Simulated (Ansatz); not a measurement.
# Co: the cost of one run

Method: DFT PBE, PAW, plane waves, scalar-relativistic, in Ansatz 0.2.0.

The COD cell was measured well above room temperature, so it is larger than a cold one.

### 1 The structure to begin with

Symmetry: Fm-3m, No. 225, cubic system. Conventional cell: a = 3.598 Å, b = 3.598 Å, c = 3.598 Å, α = 90.00°, β = 90.00°, γ = 90.00°. Co (site symmetry m-3m) is surrounded by 12 Co at 2.54 Å.

Structure file:

```
Co
1.0
     0.00000    3.59790    3.59790
     1.79895    0.00000    1.79895
     1.79895    1.79895    0.00000
Co
2
Direct
  0.00000 0.00000 0.00000
  0.50000 0.00000 0.00000
```

In tables a label like Co2 counts atoms in the order of input.yaml; a structure file may count by element.

Planned first: parallel moments, plain SCF; opposed moments +-, plain SCF; no spin polarisation; spin on, no moments given (the program may seed its own), plain SCF. Further starts follow from what these give.

“Plain SCF” means no search for lower states. 

Moments by site are taken inside atomic spheres; the rest lies between them.

### 2 Parallel moments, plain SCF

File input.yaml:

```yaml
crystal:
  lattice:
    - [0.0, 3.5979, 3.5979]
    - [1.79895, 0.0, 1.79895]
    - [1.79895, 1.79895, 0.0]
  atoms:
    - { symbol: Co, position: [0.0, 0.0, 0.0], spin: 3.0 }
    - { symbol: Co, position: [0.5, 0.0, 0.0], spin: 3.0 }
magnetization:
  spin_polarized: true
hamiltonian:
  xc: pbe
  pseudopotentials: { kind: paw }
basis:
  ecutwfc: 420
kpoints:
  mp_grid: { grid: [7, 14, 14] }
scf:
  occupations: { method: gaussian, width: 0.1 }
  lower_state_search: "off"
output:
  forces: true
  stress: true
```

Q: Estimate wall time and peak memory on 2 threads of an Arm CPU, shared host.

About 7 s, with a peak of 0.38 GiB.
